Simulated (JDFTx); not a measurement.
Crystal: Nb.

```xyz
1
Lattice="0.0000 2.1150 2.1150 2.1150 0.0000 2.1150 2.1150 2.1150 0.0000" Properties=species:S:1:pos:R:3 pbc="T T T"
Nb    0.0000    0.0000    0.0000
```

This isn't the form of Nb at room conditions, which is bcc.

```yaml
Program: JDFTx 1.7.0 (patched build)
Task: single point
Functional: PBEsol
Potentials_or_basis: PseudoDojo-SR-PBEsol-0.4.1-standard with smoothed tails
Cutoff: 1116 eV
Density_cutoff: 4463 eV
k_mesh: 11 × 11 × 11
Occupations: fermi-dirac, width 0.05 eV
Spin: no spin polarisation
```

On this cell: pressure -7.3 GPa; band gap on the k mesh none (metal or under the smearing width).

The same run follows on a disturbed copy (cell strained at random at fixed volume):

```xyz
1
Lattice="-0.0410 2.1934 2.1088 2.0464 0.0498 2.0180 2.1263 2.1824 -0.0300" Properties=species:S:1:pos:R:3 pbc="T T T"
Nb   -0.0098    0.0653    0.0554
```

Q: What changes?

A: The energy (extrapolated to zero smearing) moves by -20.0 meV/atom; pressure -7.7 GPa; band gap on the k mesh none (metal or under the smearing width).

Stress tensor (GPa, compression positive):
```
 -8.29   0.47  -2.00
  0.47  -3.01   1.07
 -2.00   1.07 -11.67
```

The energy falls, though the first cell shows no forces: that form is unstable against this distortion, unless noise or another electronic state is at work.
